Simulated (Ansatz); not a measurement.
## Computed properties of AgCl

```
CELL_PARAMETERS angstrom
0.00000 2.77315 2.77315
2.77315 0.00000 2.77315
2.77315 2.77315 0.00000
ATOMIC_POSITIONS crystal
Ag 0.50000 0.50000 0.50000
Cl 0.00000 0.00000 0.00000
```

Atoms are numbered in the order listed.

The conventional cell has a = 5.546 Å, b = 5.546 Å, c = 5.546 Å, α = 90.00°, β = 90.00°, γ = 90.00°. Ag (atom 1) is surrounded by 6 Cl at 2.77 Å. Cl (atom 2) has 6 Ag at 2.77 Å as nearest neighbours.

The cell is COD entry 9011666, as deposited and not checked against the literature; nothing was relaxed.

Levels of theory: DFT, PBE, all-electron LAPW, scalar-relativistic (Ansatz 0.2.0); DFT, PBE, PAW with Ansatz's default frozen-core files, scalar-relativistic (Ansatz 0.2.0).

For LAPW: a Γ-centred 9×9×9 k mesh, Fermi–Dirac smearing of 0.01 eV, basis error target 0.5 meV/atom, no spin polarisation. PAW takes a cutoff of 420 eV at this cell. The Ansatz runs share mesh, smearing and spin set-up. Values come from LAPW unless marked.

```yaml
Band_gap: 0.91 eV, indirect from L (0.5, 0.5, 0.5) to Γ
Löwdin_charges_with_0.08_e_of_the_cell_spilling_out_of_the_atomic_basis_so_their_sizes_and_signs_hang_on_that_basis: Ag1 0.57, Cl2 -0.49 e
Volume_per_atom: 21.33 Å³
```

Task: Give the computed value. Bader charges (from the PAW run).

Result: Ag1 +0.58, Cl2 -0.58 e.

Task: Predict this quantity. Pressure at this cell.

Result: 16.1 kbar.

Task: Smallest direct gap on the path: what does the calculation give?

Result: 2.99 eV.
